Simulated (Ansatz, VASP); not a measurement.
# BaZrO3 in VASP and in Ansatz

```
CELL_PARAMETERS angstrom
4.19134 0.00000 0.00000
0.00000 4.19134 0.00000
0.00000 0.00000 4.19134
ATOMIC_POSITIONS crystal
Ba 0.00000 0.00000 0.00000
Zr 0.50000 0.50000 0.50000
O 0.00000 0.50000 0.50000
O 0.50000 0.00000 0.50000
O 0.50000 0.50000 0.00000
```

Alike in both runs: task single point; functional PBE; k mesh 4 × 4 × 4; occupations gaussian, width 0.1 eV; no spin polarisation.

|  | VASP | Ansatz |
| --- | --- | --- |
| version | VASP 6.6.1 | Ansatz 0.2.0 |
| potentials or method | VASP PAW PBE potentials, release 64 (Ba_sv, Zr_sv, O) | scalar-relativistic, plane waves, PAW |
| plane-wave cutoff (eV) | 520 | 420 |
| valence electrons in the cell | 40 | 40 |

Ansatz gave:

```
gap on the k mesh at the Fermi level (eV) : 3.23
least direct gap on the mesh (eV)         : 3.43
pressure (GPa)                            : 4.1
```

Question: Estimate VASP's values.

Answer: gap on the k mesh at the Fermi level (eV): 3.18; least direct gap on the mesh (eV): 3.41; pressure (GPa): 5.1.

Caveats: spin-orbit coupling is left out, which moves the levels of the heavy elements. A k mesh can miss the band edges. PBE gaps usually lie below the measured ones, often by a third to a half.
